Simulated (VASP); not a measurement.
Consider the following.

```
CELL_PARAMETERS angstrom
      1.77346    -3.07172     0.00000
      1.77346     3.07172     0.00000
      0.00000     0.00000     3.78833
ATOMIC_POSITIONS crystal
  Li 0.33333 0.66667 0.00000
  Li 0.66667 0.33333 0.00000
  Li 0.00000 0.00000 0.50000
  N  0.00000 0.00000 0.00000
```

The numbers are results of LDA (Ceperley-Alder, Perdew-Zunger), VASP's LDA PAW potentials (set 64) (plane waves; VASP), not measurements. Numerical set-up: 520 eV cut-off, 8×8×7 Γ-centred mesh, tetrahedra with Blöchl corrections, potentials Li_sv N.

Problem. What does the run give for the energy per atom (σ→0)?

Solution. 
- energy per atom (σ→0) = -4.307 eV/atom

The absolute energy has meaning only against runs of the same code, potentials and settings.

The compound is Li3N in the alpha structure. It was relaxed first, which changed the volume by -8 %.
